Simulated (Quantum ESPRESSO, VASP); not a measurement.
This is a calculation of FeSi for Quantum ESPRESSO 7.5. 

File pw.in:

```
&CONTROL
  calculation = 'scf'
  prefix = 'pwscf'
  outdir = './tmp'
  pseudo_dir = './pseudo'
  tprnfor = .true.
  tstress = .true.
  disk_io = 'nowf'
/
&SYSTEM
  ibrav = 0
  nat = 8
  ntyp = 2
  ecutwfc = 56
  ecutrho = 448
  nbnd = 55
  occupations = 'smearing'
  smearing = 'fd'
  degauss = 0.00367493
  nspin = 2
  starting_magnetization(1) = 0.1875
  starting_magnetization(2) = 0
/
&ELECTRONS
  conv_thr = 1.6d-09
  electron_maxstep = 120
  mixing_beta = 0.3
/
ATOMIC_SPECIES
Fe    55.8450 fe_pbesol_v1.5.uspp.F.UPF
Si    28.0850 si_pbesol_v1.uspp.F.UPF
CELL_PARAMETERS angstrom
   4.5507000000    0.0000000000    0.0000000000
   0.0000000000    4.5507000000    0.0000000000
   0.0000000000    0.0000000000    4.5507000000
ATOMIC_POSITIONS crystal
Fe     0.8634800000    0.6365200000    0.3634800000
Fe     0.6365200000    0.3634800000    0.8634800000
Fe     0.3634800000    0.8634800000    0.6365200000
Fe     0.1365200000    0.1365200000    0.1365200000
Si     0.1576000000    0.3424000000    0.6576000000
Si     0.3424000000    0.6576000000    0.1576000000
Si     0.6576000000    0.1576000000    0.3424000000
Si     0.8424000000    0.8424000000    0.8424000000
K_POINTS automatic
6 6 6 0 0 0
```

Potentials or basis: GBRV 1.5 PBEsol.

The run is started by

```sh
$ OMP_NUM_THREADS=1 mpirun -n 2 pw.x -nk 2 -in pw.in > pw.out
```

Problem. Set up the same calculation for VASP 6.6.1. Potentials or basis there: PBE PAW files Fe, Si, 520 eV.

Solution. As run (cutoffs and basis follow the program's own potentials, and thresholds, step limits or extra output files can differ):

Contents of INCAR:

```
SYSTEM = FeSi
  PREC = Accurate
  ENCUT = 520
  EDIFF = 1E-7
  ISMEAR = -1
  SIGMA = 0.05
  LREAL = .FALSE.
  LASPH = .TRUE.
  NELM = 120
  ALGO = Normal
  ISIF = 2
  LWAVE = .FALSE.
  LCHARG = .FALSE.
  ISPIN = 2
  MAGMOM = 3 3 3 3 0 0 0 0
  LORBIT = 11
  LMAXMIX = 4
  GGA = PS
  NBANDS = 38
  KPAR = 2
```

The input KPOINTS:

```
Automatic mesh
0
G
  6 6 6
  0 0 0
```

File POSCAR:

```
FeSi
1.0
    4.5507000000      0.0000000000      0.0000000000
    0.0000000000      4.5507000000      0.0000000000
    0.0000000000      0.0000000000      4.5507000000
Fe Si
4 4
Direct
    0.8634800000      0.6365200000      0.3634800000
    0.6365200000      0.3634800000      0.8634800000
    0.3634800000      0.8634800000      0.6365200000
    0.1365200000      0.1365200000      0.1365200000
    0.1576000000      0.3424000000      0.6576000000
    0.3424000000      0.6576000000      0.1576000000
    0.6576000000      0.1576000000      0.3424000000
    0.8424000000      0.8424000000      0.8424000000
```

Potentials or basis: VASP PAW PBE potentials, release 64 (Fe, Si).

Run with:

```bash
$ cat potpaw_PBE.64/Fe/POTCAR potpaw_PBE.64/Si/POTCAR > POTCAR
$ mpirun -np 2 vasp_std > vasp.out
```

Both were run:

|  | Quantum ESPRESSO | VASP |
| --- | --- | --- |
| Pressure | -16.6 GPa | -16.5 GPa |
| Largest force | 0.071 eV/Å | 0.054 eV/Å |
| Net moment | 3.78 μB per cell | 3.60 μB per cell |
| Valence electrons inside the program's atomic spheres | Fe 14.17; Si 1.74 | Fe 7.48; Si 1.59 |

The potentials hold 80 and 48 valence electrons a cell.

VASP's potentials were made for PBE.

The magnetic state is the one that the start led to; the real crystal's order can differ.

The cell lies far from this level's equilibrium.

Pressure is positive in compression.
